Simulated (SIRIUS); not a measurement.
## C in SIRIUS: the effect of functional

C:

```
CELL_PARAMETERS angstrom
2.45605 0.00000 0.00000
-1.22803 0.70900 3.34701
0.00000 -4.25401 0.00000
ATOMIC_POSITIONS crystal
C 0.74729 0.49262 0.58504
C 0.24471 0.49138 0.07896
C 0.75554 0.50035 0.91582
C 0.25246 0.51565 0.42018
```

This is a stacking variant of graphite.

Alike in all runs:

| Item | Value |
| --- | --- |
| Program | SIRIUS 7.10.0 |
| Task | single point |
| Potentials or basis | PseudoDojo 0.4.1 PBE standard (scalar relativistic) |
| Cutoff | 1127 eV |
| Density cutoff | 4507 eV |
| k mesh | 6 × 4 × 4 |
| Occupations | fermi-dirac, width 0.05 eV |
| Spin | no spin polarisation |

**Question.** One run gave: gap on the mesh 0.78 eV; pressure 0.9 GPa. Which functional did it use?
A. PW91
B. LDA
C. PBEsol
D. AM05
E. HLE16

**Answer.** B.

```tsv
functional	gap on the mesh (eV)	pressure (GPa)
LDA	0.78	0.9
PBEsol	0.76	1.7
RPBE	0.72	5.9
revPBE	0.73	5.5
BLYP	0.75	10.6
PW91	0.75	4.5
AM05	0.75	1.8
RGE2	0.74	2.4
OLYP	0.69	-0.8
HLE16	0.56	-50.3
```

Caveats: all runs use coarse meshes; the potentials were made for another functional, which shifts forces and pressure; the cell as given lies far from equilibrium (some runs); the potentials were made for a functional far from this one (some runs).

A k mesh can miss the band edges.

Runs at the PBE level aren't shown here.
